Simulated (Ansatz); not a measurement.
MgS:

```
CELL_PARAMETERS angstrom
4.03462 0.00000 0.00000
-2.01731 3.49409 0.00000
0.00000 0.00000 6.43229
ATOMIC_POSITIONS crystal
S 0.66667 0.33333 0.87924
S 0.33333 0.66667 0.37924
Mg 0.33333 0.66667 0.99575
Mg 0.66667 0.33333 0.49575
```

The cell comes from a database or a generator and needn't be the stable form of this composition.

| Item | Value |
| --- | --- |
| Program | Ansatz 0.2.0 |
| Task | relaxation of cell and atoms |
| Functional | PBEsol |
| Dispersion | D3(BJ)-ATM |
| Potentials or basis | Ansatz PAW |
| Cutoff | 420 eV (not typed: the program's choice for these potentials) |
| k mesh | 8 × 8 × 4 |
| Occupations | fermi-dirac, width 0.05 eV |
| Spin | no spin polarisation |

At the start: volume 22.67 Å³/atom.

Task: How do energy, volume and symmetry change on relaxing?

Result: It ends after 4 steps and the volume is 21.96 Å³/atom (-3.2 %); space group P6_3mc (No. 186, to 0.05 Å).

The path:
```
step  energy change (eV)  largest force (eV/Å)  volume (Å³)
   1              0.0000                0.0446        90.68
   2             -0.0153                0.0176        88.66
   3             -0.0167                0.0004        87.82
   4             -0.0166                0.0004        87.82
```

Final structure:
```
S Mg
1.0
     3.99652    0.00000    0.00000
    -1.99826    3.46109    0.00000
     0.00000    0.00000    6.34898
S Mg
2 2
Direct
  0.66667 0.33333 0.87908
  0.33333 0.66667 0.37908
  0.33333 0.66667 0.99592
  0.66667 0.33333 0.49592
```

Caveat: the plane-wave basis is chosen anew once the cell has moved, so the energies of steps on either side of that aren't comparable; the PAW data sets come from PBE, with cores solved anew for the run's functional, which leaves a small shift of forces and pressure.
